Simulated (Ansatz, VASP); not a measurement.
**BN in VASP and in Ansatz**

```
CELL_PARAMETERS angstrom
2.66954 0.00000 0.00000
-1.33477 2.31189 0.00000
0.00000 0.00000 4.22451
ATOMIC_POSITIONS crystal
B 0.66667 0.33333 0.99981
B 0.33333 0.66667 0.49981
N 0.66667 0.33333 0.62519
N 0.33333 0.66667 0.12519
```

Change from the starting cell: strain +0.0450 x Voigt [1, 1, 0, 0, 0, 0], atoms carried along.

Alike in both runs: task single point; functional PBE; k mesh 12 × 12 × 6; occupations gaussian, width 0.05 eV; no spin polarisation.

|  | VASP | Ansatz |
| --- | --- | --- |
| version | VASP 6.6.1 | Ansatz 0.2.0 |
| potentials or method | VASP PAW PBE potentials, release 64 (B, N) | scalar-relativistic, plane waves, PAW |
| plane-wave cutoff (eV) | 520 | 420 |
| valence electrons in the cell | 16 | 16 |

|  | VASP | Ansatz | Ansatz less VASP |
| --- | --- | --- | --- |
| gap on the k mesh at the Fermi level (eV) | 5.44 | 5.45 | +0.014 |
| least direct gap on the mesh (eV) | 7.45 | 7.45 | +0.005 |
| pressure (GPa) | -26.9 | -26.8 | +0.01 |
| largest component of the traceless stress (GPa) | 22.48 | 22.35 | -0.130 |
| rms of the force components (eV/Å) | 0.008 | 0.011 | +0.0037 |

Atom by atom the forces differ by 0.004 eV/Å (rms over components).

Caveats: so large a pressure means that the cell lies far from this level's equilibrium, or that cutoff or potentials fall short (VASP). A k mesh can miss the band edges.
